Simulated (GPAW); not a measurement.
```json
{"subject": "Quasiparticle gap of LiH (Fm-3m) in GPAW", "lattice_ang": [[0.0, 2.0368, 2.0368], [2.0368, -0.0, 2.0368], [2.0368, 2.0368, -0.0]], "atoms": [["Li", 0.0, 0.0, 0.0], ["H", 0.5, 0.5, 0.5]], "method": "DFT, PBE, plane waves, PAW (and 1 further level or step)", "program": "GPAW 26.7.0", "settings_of_one_run": "cutoff 600 eV, GPAW PAW setups 1.2.1 data release, 8×8×8 k-mesh, nbands 98", "cost": "4 runs, 1.7 min in all on 4 MPI ranks of Arm Neoverse V2, shared host (the runs of this entry)", "notes": "The database entry behind the starting cell differs from later determinations by our own check (the deuteride, about 0.2 % short). The cell and positions come from the Crystallography Open Database and are kept as given unless a step says otherwise. Bands and cutoff are finite, so the gap is not at the basis limit. The miss can reach some tenths of an eV and take either sign; the mesh is an error of its own.", "results": {"pbe_gap": "3.00 eV, direct", "g0w0_gap_on_the_mesh": "4.99 eV", "gw_settings": "8×8×8 mesh, 88 bands, screening to 175 eV, Godby-Needs plasmon pole", "known_limits": "not at the basis limit"}}
```

[Paths, hosts, dates, memory and timing lines, banners, echoed tables and standing remarks are left out of the program output.]

[Logs are printed without paths, hosts, clocks, repeated set-up lines and the standing remarks that a program may print on its own settings, such as how far it seeks lower states.]

[Runs of the session that timed out or met a known fault of the program may be left out.]

[Hosts, paths, dates, database ids (printed as entryN), source tags and the programs' standing remarks are cut or masked in the printed files.]
